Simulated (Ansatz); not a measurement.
TiNi under changes of volume

One of the cells (13.403 Å³/atom); the others are scaled copies at fixed shape and fractional positions:

```xyz
2
Lattice="2.7358 0.0000 0.0000 0.0000 2.7358 0.0000 0.0000 0.0000 3.5814" Properties=species:S:1:pos:R:3 pbc="T T T"
Ni    0.0000    0.0000    0.0000
Ti    1.3679    1.3679    1.7907
```

The cell comes from a database or a generator and needn't be the stable form of this composition.

```yaml
Program: Ansatz 0.2.0
Functional: PBEsol
Potentials_or_basis: JTH PAW
Cutoff: "2400 eV (not typed: the program's choice for these potentials)"
k_mesh: 10 × 10 × 8
Occupations: fermi-dirac, width 0.05 eV
Spin: collinear spin, ferromagnetic start
Starting_moments: "[1.0, 1.0] μB"
```

```csv
volume (Å³/atom),energy over the lowest point (meV/atom),pressure (GPa)
12.599,4.65,4.8
12.867,0.00,0.9
13.135,1.49,-2.5
13.403,?,?
13.671,20.45,-8.5
13.939,36.85,-11.0
14.207,57.24,-13.2
```

Task: What does the run at 13.403 Å³/atom give?

Result: Energy over the lowest point 8.50 meV/atom; pressure -5.7 GPa.

Worked out: A Birch-Murnaghan fit of order 3 (a polynomial in V^(-2/3)) to the other rows has its minimum at 12.93 Å³/atom with B0 = V·E''(V) = 172 GPa and B' = 4.2 at fixed shape and positions, which overstates the stiffness. It gives 8.50 meV/atom at 13.403 Å³/atom, against the run's 8.50, and -dE/dV = -5.7 GPa, against -5.7.

Energies are extrapolated to zero smearing.

Caveats: the starting moments weren't kept.
